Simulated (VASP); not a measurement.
# PtS2 (P-3m1) in VASP: further runs

The runs below take PtS2 through single point, with PBE.

All numbers are computed with VASP 6.6.1; they aren't measurements. Logs are shortened: lines on timing, memory, paths and dates and some standing lists are left out, and cuts for length are marked.

**1. The structure**

The structure is trigonal, space group P-3m1 (No. 164). The conventional cell has a = 3.543 Å, b = 3.543 Å, c = 5.039 Å, α = 90.00°, β = 90.00°, γ = 120.00°. Pt (site symmetry -3m) has 6 S at 2.34 Å as nearest neighbours. S (site symmetry 3m) has 3 Pt at 2.34 Å as nearest neighbours.

**2. Single point, PBE, spin-orbit coupling, no magnetisation**

File INCAR:

```
PREC     = Accurate       # precision mode
ENCUT    = 520            # plane-wave cutoff, eV
EDIFF    = 1E-7           # SCF threshold, eV
ISMEAR   = 0              # smearing method
SIGMA    = 0.02           # smearing width, eV
LREAL    = False          # projectors in reciprocal space
LASPH    = True           # aspherical terms in the spheres
NELM     = 100            # most SCF steps
ALGO     = Normal         # electronic algorithm
ISIF     = 2              # what is computed and relaxed
LWAVE    = False          # write WAVECAR
LCHARG   = False          # write CHGCAR
LNONCOLLINEAR= True           # non-collinear magnetism
MAGMOM   = 0 0 0 0 0 0 0 0 0 # initial moments
LORBIT   = 11             # projections on sites
LSORBIT  = True           # spin-orbit coupling
GGA_COMPAT= False        
LMAXMIX  = 4              # l up to which the mixer works
GGA      = PE             # functional
NBANDS   = 38             # bands
```

File KPOINTS:

```
regular mesh
0
Gamma
  4 4 3
```

File POSCAR:

```
PtS2
1.0
    3.5432000000      0.0000000000      0.0000000000
   -1.7716000000      3.0685012107      0.0000000000
    0.0000000000      0.0000000000      5.0388000000
Pt S
1 2
Direct
    0.0000000000      0.0000000000      0.0000000000
    0.6666666667      0.3333333333      0.7730000000
    0.3333333333      0.6666666667      0.2270000000
```

Potentials or basis: VASP PAW PBE potentials, release 64 (Pt, S).

On the command line:

```sh
cat potpaw_PBE.64/Pt/POTCAR potpaw_PBE.64/S/POTCAR > POTCAR
mpirun -np 1 vasp_ncl > vasp.out
```

OUTCAR:

```text
PREC = Accurate
   ENCUT = 520
   EDIFF = 1E-7
   ISMEAR = 0
   LREAL = False
   LASPH = True
   NELM = 100
   ISIF = 2
   LNONCOLLINEAR = True
   LORBIT = 11
   LSORBIT = True
   GGA = PE

 Found      9 irreducible k-points:

 Following reciprocal coordinates:
            Coordinates               Weight
  0.000000  0.000000  0.000000      1.000000
  0.250000 -0.000000  0.000000      6.000000
  0.500000 -0.000000  0.000000      3.000000
  0.250000  0.250000  0.000000      6.000000
  0.000000  0.000000  0.333333      2.000000
  0.250000 -0.000000  0.333333      6.000000
   k-points           NKPTS =      9   k-points in BZ     NKDIM =      9   number of bands    NBANDS=     38
   number of dos      NEDOS =    301   number of ions     NIONS =      3
   total plane-waves  NPLWV =  31360
   dimension x,y,z NGX =    28 NGY =   28 NGZ =   40
   dimension x,y,z NGXF=    56 NGYF=   56 NGZF=   80
   ions per type =               1   2
   NGX,Y,Z   is equivalent  to a cutoff of  13.14, 13.14, 13.20 a.u.
   NGXF,Y,Z  is equivalent  to a cutoff of  26.28, 26.28, 26.39 a.u.
 SYSTEM =  unknown system
   PREC   = accura    normal or accurate (medium, high low for compatibility)
   ISTART =      0    job   : 0-new  1-cont  2-samecut
   ICHARG =      2    charge: 1-file 2-atom 10-const
   ISPIN  =      1    spin polarized calculation?
   LNONCOLLINEAR =      T non collinear calculations
   LSORBIT =      T    spin-orbit coupling
   LASPH  =      T    aspherical Exc in radial PAW
   ENCUT  =  520.0 eV  38.22 Ry    6.18 a.u.   6.59  6.59  9.37*2*pi/ulx,y,z
   NELM   =    100;   NELMIN=  2; NELMDL= -5     # of ELM steps
   EDIFF  = 0.1E-06   stopping-criterion for ELM
   LREAL  =      F    real-space projection
   EDIFFG = 0.1E-05   stopping-criterion for IOM
   NSW    =      0    number of steps for IOM
   IBRION =     -1    ionic relax: 0-MD 1-quasi-New 2-CG
   NFREE  =      0    steps in history (QN), initial steepest desc. (CG)
   ISIF   =      2    stress and relaxation
   ISYM   =      2    0-nonsym 1-usesym 2-fastsym
   POTIM  = 0.5000    time-step for ionic-motion
   TEBEG  =    0.0;   TEEND  =   0.0 temperature during run
   PSTRESS=    0.0 pullay stress
   NELECT =      22.0000    total number of electrons
   NUPDOWN=      -1.0000    fix difference up-down
   EMIN   =  10.00;   EMAX   =-10.00  energy-range for DOS
   EFERMI =   0.00;   METHOD = LEGACY
   ISMEAR =     0;   SIGMA  =   0.02  broadening in eV -4-tet -1-fermi 0-gaus
   EFERMI_NEDOS =   21; number of points for ismear=-14 and -15
   IALGO  =     38    algorithm
   IMIX   =      4    mixing-type and parameters
     AMIX     =   0.40;   BMIX     =  1.00
     AMIX_MAG =   1.60;   BMIX_MAG =  1.00
  volume/ion in A,a.u.               =      18.26       123.23
  Fermi-wavevector in a.u.,A,eV,Ry     =   1.207812  2.282434 19.848315  1.458810
  Thomas-Fermi vector in A             =   2.343439
   LORBIT       =     11    0 simple, 1 ext, 2 COOP (PROOUT), +10 PAW based schemes
   GGA     = PE    functional components
   LHFCALC =     F    Hartree Fock is set to
   AEXX    =    0.0000 exact exchange contribution
   IVDW    =     0    specifies the selected vdW correction
   LEPSILON=     F    determine dielectric tensor
   LRPA    =     F    only Hartree local field effects (RPA)
 Gauss-broadening in eV      SIGMA  =   0.02
  energy-cutoff  :      520.00
  volume of cell :       54.78
 maximum number of plane-waves:      3014
 NGX is ok and might be reduce to    28
   NGX = 13   NGY = 13   NGZ = 19

 number of electron      22.0000000 magnetization      -0.0000000     -0.0000000     -0.0000000

 number of electron      22.0000000 magnetization       0.0000000     -0.0000000      0.0000000

 number of electron      22.0000000 magnetization      -0.0000000     -0.0000000      0.0000000

 number of electron      22.0000000 magnetization       0.0000000      0.0000000      0.0000000

 Free energy of the ion-electron system (eV)
  ---------------------------------------------------
  ext. energy  EPLUGINS =         0.00000000
  ---------------------------------------------------
  free energy    TOTEN  =       -15.66748075 eV

  energy without entropy =      -15.66748075  energy(sigma->0) =      -15.66748075

 E-fermi :   6.7520     XC(G=0): -10.5802

 val. band max:        6.6197660222   @ k =   0.0000   0.0000   0.0000
 cond. band min:       7.6793543391   @ k =   0.0000   0.2500   0.3333
 fundamental gap:      1.0595883169
 Fermi energy:         6.7520320185

 k-point     1 :       0.0000    0.0000    0.0000
  band No.  band energies     occupation
      1      -8.8220      1.00000
      2      -8.8220      1.00000
      3      -5.5857      1.00000
      4      -5.5857      1.00000
      5      -0.5652      1.00000
      6      -0.5652      1.00000
[... 26 lines left out ...]
     33      14.9783      0.00000
     34      14.9783      0.00000

 k-point     2 :       0.2500   -0.0000    0.0000
  band No.  band energies     occupation
      1      -8.0427      1.00000
      2      -8.0427      1.00000
      3      -6.0190      1.00000
      4      -6.0190      1.00000
      5      -0.1294      1.00000
      6      -0.1294      1.00000
[... 140 lines left out ...]
 k-point     6 :       0.2500   -0.0000    0.3333
  band No.  band energies     occupation
      1      -7.8409      1.00000
      2      -7.8409      1.00000
      3      -6.3430      1.00000
      4      -6.3430      1.00000
      5      -0.2820      1.00000
      6      -0.2820      1.00000
[... 26 lines left out ...]
     33      16.1247      0.00000
     34      16.1247      0.00000

 [... further k-points ...]

 [bands above 34 left out]

------------------------ aborting loop because EDIFF is reached ----------------------------------------

  FORCE on cell =-STRESS in cart. coord.  units (eV):
  Direction    XX          YY          ZZ          XY          YZ          ZX
  --------------------------------------------------------------------------------------
  -------------------------------------------------------------------------------------
  Total        4.0472002      4.0472002      3.2053306      0.0000000     -0.0000000     -0.0000000
  in kB      118.3630590    118.3630590     93.7420249      0.0000000     -0.0000000     -0.0000000
  external PRESSURE =     110.1560476 kB  Pullay stress =       0.0000000 kB

 VOLUME and BASIS-vectors are now :
 -----------------------------------------------------------------------------
  energy-cutoff  :      520.00
  volume of cell :       54.78
      direct lattice vectors                 reciprocal lattice vectors
     3.543200000  0.000000000  0.000000000     0.282230752  0.162946001  0.000000000
    -1.771600000  3.068501211  0.000000000     0.000000000  0.325892001  0.000000000
     0.000000000  0.000000000  5.038800000     0.000000000  0.000000000  0.198459951

 POSITION                                       TOTAL-FORCE (eV/Angst)
 -----------------------------------------------------------------------------------
      0.00000      0.00000      0.00000        -0.000000      0.000000     -0.000000
      1.77160      1.02283      3.89499        -0.000000      0.000000     -1.295606
     -0.00000      2.04567      1.14381         0.000000     -0.000000      1.295606
 -----------------------------------------------------------------------------------
    total drift:                                0.000000     -0.000000     -0.000000

  FREE ENERGIE OF THE ION-ELECTRON SYSTEM (eV)
  ---------------------------------------------------
  free  energy   TOTEN  =       -15.6674807545 eV

  energy  without entropy=      -15.6674807545  energy(sigma->0) =      -15.66748075

 Spin-Orbit-Coupling matrix elements

 Ion:    1  E_soc:     -0.7668062
 l=   1
     0.0000000    -0.0375079    -0.0394303
    -0.0375079     0.0000000    -0.0375079
    -0.0394303    -0.0375079     0.0000000
 l=   2
     0.0000000    -0.0200156     0.0000000    -0.0200156    -0.0679141
    -0.0200156     0.0000000    -0.0485109    -0.0239587    -0.0200156
     0.0000000    -0.0485109     0.0000000    -0.0485109     0.0000000
    -0.0200156    -0.0239587    -0.0485109     0.0000000    -0.0200156
    -0.0679141    -0.0200156     0.0000000    -0.0200156     0.0000000
 l=   3
     0.0000000     0.0000000     0.0000000     0.0000000     0.0000000     0.0000000     0.0000000
     0.0000000     0.0000000     0.0000000     0.0000000     0.0000000     0.0000000     0.0000000
     0.0000000     0.0000000     0.0000000     0.0000000     0.0000000     0.0000000     0.0000000
     0.0000000     0.0000000     0.0000000     0.0000000     0.0000000     0.0000000     0.0000000
     0.0000000     0.0000000     0.0000000     0.0000000     0.0000000     0.0000000     0.0000000
     0.0000000     0.0000000     0.0000000     0.0000000     0.0000000     0.0000000     0.0000000
     0.0000000     0.0000000     0.0000000     0.0000000     0.0000000     0.0000000     0.0000000

 Ion:    2  E_soc:      0.0007520
 l=   1
     0.0000000     0.0000992     0.0001776
     0.0000992     0.0000000     0.0000992
     0.0001776     0.0000992     0.0000000
 l=   2
     0.0000000     0.0000000     0.0000000     0.0000000     0.0000000
     0.0000000     0.0000000     0.0000000     0.0000000     0.0000000
     0.0000000     0.0000000     0.0000000     0.0000000     0.0000000
     0.0000000     0.0000000     0.0000000     0.0000000     0.0000000
     0.0000000     0.0000000     0.0000000     0.0000000     0.0000000
 l=   3
     0.0000000     0.0000000     0.0000000     0.0000000     0.0000000     0.0000000     0.0000000
     0.0000000     0.0000000     0.0000000     0.0000000     0.0000000     0.0000000     0.0000000
     0.0000000     0.0000000     0.0000000     0.0000000     0.0000000     0.0000000     0.0000000
     0.0000000     0.0000000     0.0000000     0.0000000     0.0000000     0.0000000     0.0000000
     0.0000000     0.0000000     0.0000000     0.0000000     0.0000000     0.0000000     0.0000000
     0.0000000     0.0000000     0.0000000     0.0000000     0.0000000     0.0000000     0.0000000
     0.0000000     0.0000000     0.0000000     0.0000000     0.0000000     0.0000000     0.0000000

 Ion:    3  E_soc:      0.0007520
 l=   1
     0.0000000     0.0000992     0.0001776
     0.0000992     0.0000000     0.0000992
     0.0001776     0.0000992     0.0000000
 l=   2
     0.0000000     0.0000000     0.0000000     0.0000000     0.0000000
     0.0000000     0.0000000     0.0000000     0.0000000     0.0000000
     0.0000000     0.0000000     0.0000000     0.0000000     0.0000000
     0.0000000     0.0000000     0.0000000     0.0000000     0.0000000
     0.0000000     0.0000000     0.0000000     0.0000000     0.0000000
 l=   3
     0.0000000     0.0000000     0.0000000     0.0000000     0.0000000     0.0000000     0.0000000
     0.0000000     0.0000000     0.0000000     0.0000000     0.0000000     0.0000000     0.0000000
     0.0000000     0.0000000     0.0000000     0.0000000     0.0000000     0.0000000     0.0000000
     0.0000000     0.0000000     0.0000000     0.0000000     0.0000000     0.0000000     0.0000000
     0.0000000     0.0000000     0.0000000     0.0000000     0.0000000     0.0000000     0.0000000
     0.0000000     0.0000000     0.0000000     0.0000000     0.0000000     0.0000000     0.0000000
     0.0000000     0.0000000     0.0000000     0.0000000     0.0000000     0.0000000     0.0000000

 total charge

# of ion       s       p       d       tot
------------------------------------------
    1        0.732   0.889   8.009   9.629
    2        1.360   2.307   0.000   3.668
    3        1.360   2.307   0.000   3.668
--------------------------------------------------
tot          3.453   5.503   8.009  16.965

 magnetization (x)

# of ion       s       p       d       tot
------------------------------------------
    1        0.000  -0.000   0.000  -0.000
    2        0.000   0.000   0.000   0.000
    3        0.000   0.000   0.000   0.000
--------------------------------------------------
tot          0.000   0.000   0.000   0.000

 magnetization (y)

# of ion       s       p       d       tot
------------------------------------------
    1        0.000   0.000   0.000   0.000
    2        0.000   0.000   0.000   0.000
    3        0.000   0.000   0.000   0.000
--------------------------------------------------
tot          0.000   0.000   0.000   0.000

 magnetization (z)

# of ion       s       p       d       tot
------------------------------------------
    1        0.000   0.000   0.000   0.000
    2        0.000   0.000   0.000   0.000
    3        0.000   0.000   0.000   0.000
--------------------------------------------------
tot          0.000   0.000   0.000   0.000
```

It took 35 s on 1 thread of AMD EPYC 9R45 (Zen 5), shared host; peak memory 0.28 GiB.

These settings aren't checked as converged: the numbers below hold their error.

What came out:

* Free energy: -15.6675 eV
* Pressure: 11.0 GPa
* Largest force: 1.296 eV/Å
* Valence electrons inside the program's atomic spheres: Pt 9.63; S 3.67

Caveat: the k mesh is coarse (spacing up to 0.51 Å⁻¹), so the values aren't converged; forces of over 1 eV/Å show positions far from the minimum, so gaps and moduli don't describe the material at rest.

**3. Single point, PBE, spin-orbit coupling, no magnetisation**

INCAR: that of step 2 with these lines changed.

```diff
@@ -1,3 +1,3 @@
 PREC     = Accurate       # precision mode
-ENCUT    = 520            # plane-wave cutoff, eV
+ENCUT    = 280            # plane-wave cutoff, eV
 EDIFF    = 1E-7           # SCF threshold, eV
```

File KPOINTS:

```
regular mesh
0
Gamma
  6 6 4
```

POSCAR is that of step 2.

Potentials or basis: VASP PAW PBE potentials, release 64 (Pt, S).

On the command line:

```sh
cat potpaw_PBE.64/Pt/POTCAR potpaw_PBE.64/S/POTCAR > POTCAR
mpirun -np 1 vasp_ncl > vasp.out
```

Wall time 31 s (1 thread of AMD EPYC 9R45 (Zen 5), shared host); peak memory 0.16 GiB.

These settings aren't checked as converged: the numbers below hold their error.

Results:

```yaml
Free_energy: -15.6431 eV
Largest_force: 1.256 eV/Å
Valence_electrons_inside_the_program's_atomic_spheres: Pt 9.62; S 3.68
```

Caveat: the cutoff is under 1.25 times the usual one of these potentials, so pressure, stress and relaxed cells hold a basis-set (Pulay) error; forces of over 1 eV/Å show positions far from the minimum, so gaps and moduli don't describe the material at rest.

[end of part 1 of 2]
